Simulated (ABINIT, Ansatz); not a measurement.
Planning a run of ABINIT 10.8.3 on BP (F-43m). The input:

```
acell 3*1.0 Angstrom
rprim 
  0.000000000000 2.269000000000 2.269000000000
  2.269000000000 0.000000000000 2.269000000000
  2.269000000000 2.269000000000 0.000000000000
ntypat 2
znucl 5 15
natom 2
typat 1 2
xred 
  0.000000000000 0.000000000000 0.000000000000
  0.250000000000 0.250000000000 0.250000000000
pp_dirpath "pseudos"
pseudos "B.upf, P.upf"
ecut 34
ngkpt 6 6 6
nshiftk 1
shiftk 0 0 0
kptopt 1
chksymbreak 0
istwfk *1
occopt 1
irdwfk 1
optdriver 4
nband 177
gwcalctyp 0
ecutsigx 34
symsigma 1
nkptgw 2
kptgw 
  0.0000000000 0.0000000000 0.0000000000
  0.5000000000 0.5000000000 0.0000000000
bdgw 
  2 7
  3 6
ecuteps 10.4
irdscr 1
ppmodel 2
indata_prefix "in"
outdata_prefix "out"
tmpdata_prefix "tmp"
```

```sh
OMP_NUM_THREADS=1 mpirun -n 4 abinit run.abi > log
```

How long will it take on 4 MPI ranks of Intel Xeon 6975P-C (Granite Rapids), shared host, and how much memory?

It took 31 s; on shared hardware allow 16 s to 62 s. Peak host memory was 1.3 GiB.

[Paths, hosts, dates, memory and timing lines, banners, echoed tables and standing remarks are left out of the program output.]

[Logs are printed without paths, hosts, clocks, repeated set-up lines and the standing remarks that a program may print on its own settings, such as how far it seeks lower states.]

[Runs of the session that timed out or met a known fault of the program may be left out.]

[Hosts, paths, dates, database ids (printed as entryN), source tags and the programs' standing remarks are cut or masked in the printed files.]

[G0W0 gaps are taken among the corrected bands and points alone; a level outside them can change the order at an edge.]

[Where Ansatz stands beside ABINIT at settings called matched, ABINIT's density can come from a denser mesh and the files from another edition; pairs whose starting gaps differed by over 0.03 eV were left out, so agreement reads better than it is.]
